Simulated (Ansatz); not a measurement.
# WS$_{2}$: one atom moved along a line

Method: Ansatz 0.2.0, DFT r2SCAN, scalar-relativistic, plane waves, PAW. The runs took a 500 eV cutoff, a Γ-centred 6×6×6 mesh and Gaussian smearing (0.05 eV). Spin–orbit coupling is left out, which matters for the heavy elements here. No spin polarisation. Energies are free energies at this smearing, counted from the undisturbed cell; pressure is positive in compression.

The starting cell (as given, not relaxed at this level; it stands at 2.6 GPa; this form isn't the usual structure):

```
W S
1.0
     3.15800    5.46982    0.00000
    -3.15800    5.46982    0.00000
     0.00000    3.64655    6.16333
W S
4 8
Direct
  0.00000 0.00000 0.00000
  0.00000 0.50000 0.00000
  0.50000 0.00000 0.00000
  0.50000 0.50000 0.00000
  0.24970 0.24970 0.25090
  0.24970 0.74970 0.25090
  0.74970 0.24970 0.25090
  0.74970 0.74970 0.25090
  0.41900 0.41900 0.74300
  0.41900 0.91900 0.74300
  0.91900 0.41900 0.74300
  0.91900 0.91900 0.74300
```

The cell holds layers and no dispersion correction was added, so their binding is poorly described.

Atom 5 (S) is moved by x along the Cartesian unit vector (-0.660, -0.381, -0.647); the cell and all other atoms stay fixed.

| x (Å) | ΔE (meV/cell) | force along x on the moved atoms (eV/Å) | pressure (GPa) | gap on the mesh (eV) |
| --- | --- | --- | --- | --- |
| -0.2000 | ? | 2.21 | 1.2 | ? |
| -0.1600 | ? | ? | 1.4 | 1.10 |
| -0.1200 | 79.6 | ? | 1.6 | ? |
| -0.0800 | 32.5 | 0.94 | 1.9 | 1.12 |
| -0.0400 | 5.2 | 0.42 | 2.2 | 1.12 |
| 0.0000 | 0.0 | -0.17 | 2.6 | 1.13 |
| 0.0800 | 66.8 | -1.56 | 3.4 | 1.11 |
| 0.1200 | 145.6 | -2.39 | 3.8 | 1.10 |
| 0.1600 | 259.8 | -3.34 | 4.4 | 1.09 |
| 0.2000 | 414.5 | -4.41 | 5.0 | 1.08 |

(1) Give the withheld values.

## Answers

(1) ΔE (meV/cell) at x (Å) = -0.2000: 225.5; gap on the mesh (eV) at x (Å) = -0.2000: 1.08; ΔE (meV/cell) at x (Å) = -0.1600: 144.5; force along x on the moved atoms (eV/Å) at x (Å) = -0.1600: 1.83; force along x on the moved atoms (eV/Å) at x (Å) = -0.1200: 1.41; gap on the mesh (eV) at x (Å) = -0.1200: 1.11.

Cost: 10 runs of about 46 core-minutes in all, on Arm Neoverse N1 (shared hosts).